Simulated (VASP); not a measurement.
# Mg (P6_3/mmc) in VASP: notebook, part 2 of 2

VASP 6.6.1.

## 4. Electric field gradients, PBE (atom 2 (Mg) moved by [0.2, 0.0, 0.0] A, crystal datasets)

File INCAR:

```
ALGO     = Fast           # electronic algorithm
EDIFF    = 1E-8           # SCF threshold, eV
ENCUT    = 520            # plane-wave cutoff, eV
GGA      = PE             # functional
ISIF     = 2              # what is computed and relaxed
ISMEAR   = -1             # smearing method
LASPH    = True           # aspherical terms in the spheres
LCHARG   = False          # write CHGCAR
LEFG     = True         
LREAL    = False          # projectors in reciprocal space
LWAVE    = False          # write WAVECAR
NBANDS   = 9              # bands
NELM     = 100            # most SCF steps
PREC     = Accurate       # precision mode
SIGMA    = 0.05           # smearing width, eV
```

File KPOINTS:

```
k-points
0
Gamma
  12 12 7
```

File POSCAR:

```
Mg
1.0
    3.2092715325      0.0000000000      0.0000000000
   -1.6046357662      2.7793106748      0.0000000000
    0.0000000000      0.0000000000      5.2103300000
Mg
2
Direct
    0.3333333333      0.6666666667      0.2500000000
    0.7289861052      0.3333333333      0.7500000000
```

Potentials or basis: VASP PAW PBE potentials, release 64 (Mg).

Command:

```console
$ cat potpaw_PBE.64/Mg/POTCAR > POTCAR
$ mpirun -np 1 vasp_std > vasp.out
```

OUTCAR:

```text
EDIFF = 1E-8
   ENCUT = 520
   GGA = PE
   ISIF = 2
   ISMEAR = -1
   LASPH = True
   LREAL = False
   NELM = 100
   PREC = Accurate

 ion  position               nearest neighbor table
   1  0.333  0.667  0.250-   2 3.10   2 3.10   2 3.20   2 3.20   2 3.30   2 3.30
   2  0.729  0.333  0.750-   1 3.10   1 3.10   1 3.20   1 3.20   1 3.30   1 3.30

  LATTYP: Found a hexagonal cell.
 ALAT       =     3.2092715325
 C/A-ratio  =     1.6235242008

  Lattice vectors:

 A1 = (   3.2092715325,   0.0000000000,   0.0000000000)
 A2 = (  -1.6046357662,   2.7793106748,   0.0000000000)
 A3 = (   0.0000000000,   0.0000000000,   5.2103300000)

Analysis of symmetry for initial positions (statically):
=====================================================================
 Subroutine PRICEL returns:
 Original cell was already a primitive cell.

 Routine SETGRP: Setting up the symmetry group for a
 hexagonal supercell.

 Subroutine GETGRP returns: Found  4 space group operations
 (whereof  1 operations were pure point group operations)
 out of a pool of 24 trial point group operations.

The static configuration has the point symmetry C_1 .
 The point group associated with its full space group is C_2h.

Analysis of symmetry for dynamics (positions and initial velocities):
=====================================================================
 Subroutine PRICEL returns:
 Original cell was already a primitive cell.

 Routine SETGRP: Setting up the symmetry group for a
 hexagonal supercell.

 Subroutine GETGRP returns: Found  4 space group operations
 (whereof  1 operations were pure point group operations)
[... 436 lines left out ...]
  band No.  band energies     occupation
      1      -3.3640      2.00000
      2       1.7741      2.00000
      3       2.2368      1.99268
      4       7.5479      0.00000
      5       8.9635      0.00000
      6      12.2613      0.00000
      7      12.5950      0.00000
      8      13.8209      0.00000
      9      13.9040      0.00000

 [... further k-points ...]

------------------------ aborting loop because EDIFF is reached ----------------------------------------

  FORCE on cell =-STRESS in cart. coord.  units (eV):
  Direction    XX          YY          ZZ          XY          YZ          ZX
  --------------------------------------------------------------------------------------
  -------------------------------------------------------------------------------------
  Total       -0.1062369     -0.0875501     -0.2535113      0.1501722      0.0000000      0.0000000
  in kB       -3.6624978     -3.0182736     -8.7397507      5.1771579      0.0000000      0.0000000
  external PRESSURE =      -5.1401740 kB  Pullay stress =       0.0000000 kB

 VOLUME and BASIS-vectors are now :
 -----------------------------------------------------------------------------
  energy-cutoff  :      520.00
  volume of cell :       46.47
      direct lattice vectors                 reciprocal lattice vectors
     3.209271532  0.000000000  0.000000000     0.311597193  0.179900723  0.000000000
    -1.604635766  2.779310675  0.000000000     0.000000000  0.359801446  0.000000000
     0.000000000  0.000000000  5.210330000     0.000000000  0.000000000  0.191926423

 POSITION                                       TOTAL-FORCE (eV/Angst)
 -----------------------------------------------------------------------------------
     -0.00000      1.85287      1.30258         0.132949      0.027957      0.000000
      1.80464      0.92644      3.90775        -0.132949     -0.027957     -0.000000
 -----------------------------------------------------------------------------------
    total drift:                               -0.000000     -0.000000      0.000000

  FREE ENERGIE OF THE ION-ELECTRON SYSTEM (eV)
  ---------------------------------------------------
  free  energy   TOTEN  =        -3.0012761398 eV

  energy  without entropy=       -2.9937363202  energy(sigma->0) =       -2.99750623

 Electric field gradients (V/A^2)
---------------------------------------------------------------------
 ion       V_xx      V_yy      V_zz      V_xy      V_xz      V_yz
---------------------------------------------------------------------
   1      -0.361    -0.598     0.959    -1.738     0.000    -0.000
   2      -0.361    -0.598     0.959    -1.738     0.000     0.000
---------------------------------------------------------------------

 Electric field gradients after diagonalization (V/A^2)
 (convention: |V_zz| > |V_xx| > |V_yy|)
----------------------------------------------------------------------
 ion       V_xx      V_yy      V_zz     asymmetry (V_yy - V_xx)/ V_zz
----------------------------------------------------------------------
   1       1.263     0.959    -2.222       0.137
   2       1.263     0.959    -2.222       0.137
----------------------------------------------------------------------

           NMR quadrupolar parameters

 Cq : quadrupolar parameter    Cq=e*Q*V_zz/h
 eta: asymmetry parameters     (V_yy - V_xx)/ V_zz
 Q  : nuclear electric quadrupole moment in mb (millibarn)
----------------------------------------------------------------------
 ion       Cq(MHz)       eta       Q (mb)
----------------------------------------------------------------------
   1      -0.005       0.137       1.000
   2      -0.005       0.137       1.000
----------------------------------------------------------------------
```

Wall time 70 s (1 thread of AMD EPYC 7R13 (Zen 3), shared host); peak memory 0.22 GiB.

What came out:

```
Free energy            : -3.0013 eV
Pressure               : -0.5 GPa
Largest force          : 0.136 eV/Å
Band gap on the k mesh : none (metal or under the smearing width)
```

Forces on the atoms (eV/Å):
```
Mg   0.133  0.028  0.000
Mg  -0.133 -0.028  0.000
```

Electric field gradients, principal values (V/Å²):
```csv
atom,Vxx,Vyy,Vzz
1 Mg,0.959,1.263,-2.222
2 Mg,0.959,1.263,-2.222
```

## 5. Overview

| level | potentials or basis | cell | gap on the mesh (eV) | pressure (GPa) |
| --- | --- | --- | --- | --- |
| LDA | VASP PAW LDA potentials, release 64 (Mg) | functional lda, volume scaled by 1.04, PAW files | none | -3.9 |
| PBEsol | VASP PAW PBE potentials, release 64 (Mg) | as given | none | -1.2 |
| PBE | VASP PAW PBE potentials, release 64 (Mg) | atom 2 (Mg) moved by [0.2, 0.0, 0.0] A, crystal datasets | none | -0.5 |

Alike in all rows: task electric field gradients; no spin polarisation; k mesh 12 × 12 × 7; cutoff (eV) 520; smearing fermi-dirac 0.05 eV.

Caveats: the PAW data sets were made with another functional, which shifts forces and pressure a little (some runs).

Absolute energies hang on the potentials; compare differences alone.
